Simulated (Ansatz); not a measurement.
## Symmetry broken, then relaxed in Rh

The calculation used DFT PBE, scalar-relativistic, plane waves, PAW in Ansatz 0.2.0. Settings: plane waves to 420 eV, k-mesh 10×10×10 (Γ-centred), Gaussian smearing 0.15 eV. No spin polarisation. Energies are free energies at this smearing, counted from the undisturbed cell; pressure is positive in compression.

The undisturbed cell (relaxed at this level):

```yaml
crystal:
  lattice:
    - [3.82993, 0.00000, 0.00000]
    - [0.00000, -3.82993, 0.00000]
    - [0.00000, 0.00000, -3.82993]
  atoms:
    - { symbol: Rh, position: [0.00000, 0.50000, 0.50000] }
    - { symbol: Rh, position: [0.50000, 0.00000, 0.50000] }
    - { symbol: Rh, position: [0.50000, 0.50000, 0.00000] }
    - { symbol: Rh, position: [0.00000, 0.00000, 0.00000] }
```

The atoms are displaced (Å, in the unstrained cell):

```csv
atom,ux,uy,uz
Rh1,0.036,-0.025,-0.181
Rh2,-0.041,0.246,0.214
Rh3,0.131,0.043,-0.043
Rh4,-0.126,-0.264,0.009
```

The atoms are then relaxed in that fixed cell.

Task: Does the relaxation return to the undisturbed structure?

Result: Yes (up to a choice of domain or origin): same space group and volume, and an energy 0.0 meV/atom from it. The disturbance itself cost 402.2 meV/atom. The final space group reads Fm-3m (tolerance 0.05 Å) and the volume changes by 0.00 %.

Final structure:

```
Rh
1.0
     3.82993    0.00000    0.00000
     0.00000   -3.82993    0.00000
     0.00000    0.00000   -3.82993
Rh
4
Direct
  0.99999 0.50000 0.50000
  0.50000 0.00000 0.50000
  0.50000 0.50000 0.00000
  0.00001 0.00000 0.00000
```

The relaxation, step by step (energy from the first step):

| step | ΔE (meV/atom) | largest force component (eV/Å) | pressure (GPa) |
| --- | --- | --- | --- |
| 1 | 0.0 | 3.960 | n/a |
| 2 | -323.6 | 1.522 | n/a |
| 3 | -402.1 | 0.038 | n/a |
| 4 | -402.1 | 0.038 | n/a |
| 5 | -402.2 | 0.000 | n/a |

Frames along the relaxation (Å, eV/Å):

```xyz
4
Lattice="3.830 0.000 0.000 0.000 -3.830 0.000 0.000 0.000 -3.830" Properties=species:S:1:pos:R:3:forces:R:3 pbc="T T T" step=1
Rh    0.036   -1.940   -2.096    0.147   -0.260    1.851
Rh    1.874    0.246   -1.701   -0.185   -2.937   -2.437
Rh    2.046   -1.872   -0.042   -2.457   -0.762    0.916
Rh   -0.126   -0.264    0.009    2.495    3.960   -0.330
4
Lattice="3.830 0.000 0.000 0.000 -3.830 0.000 0.000 0.000 -3.830" Properties=species:S:1:pos:R:3:forces:R:3 pbc="T T T" step=2
Rh    0.029   -1.922   -2.001   -0.243   -0.009    1.033
Rh    1.875    0.095   -1.825    0.375   -1.109   -1.074
Rh    1.987   -1.891   -0.027   -1.039   -0.403    0.344
Rh   -0.060   -0.112    0.023    0.907    1.522   -0.303
4
Lattice="3.830 0.000 0.000 0.000 -3.830 0.000 0.000 0.000 -3.830" Properties=species:S:1:pos:R:3:forces:R:3 pbc="T T T" step=3
Rh   -0.002   -1.914   -1.916    0.030   -0.021    0.013
Rh    1.916    0.001   -1.915   -0.019   -0.005    0.003
Rh    1.915   -1.915    0.001    0.003   -0.011   -0.021
Rh    0.001   -0.003   -0.001   -0.014    0.038    0.005
4
Lattice="3.830 0.000 0.000 0.000 -3.830 0.000 0.000 0.000 -3.830" Properties=species:S:1:pos:R:3:forces:R:3 pbc="T T T" step=4
Rh   -0.002   -1.914   -1.916    0.030   -0.021    0.013
Rh    1.916    0.001   -1.915   -0.019   -0.005    0.003
Rh    1.915   -1.915    0.001    0.003   -0.011   -0.021
Rh    0.001   -0.003   -0.001   -0.014    0.038    0.005
4
Lattice="3.830 0.000 0.000 0.000 -3.830 0.000 0.000 0.000 -3.830" Properties=species:S:1:pos:R:3:forces:R:3 pbc="T T T" step=5
Rh    0.000   -1.915   -1.915    0.000    0.000    0.000
Rh    1.915    0.000   -1.915    0.000    0.000    0.000
Rh    1.915   -1.915    0.000    0.000    0.000    0.000
Rh    0.000    0.000    0.000    0.000    0.000    0.000
```

Cost: 3 runs of about 6.7 core-minutes in all, on Intel Xeon Platinum 8488C (Sapphire Rapids) (shared hosts).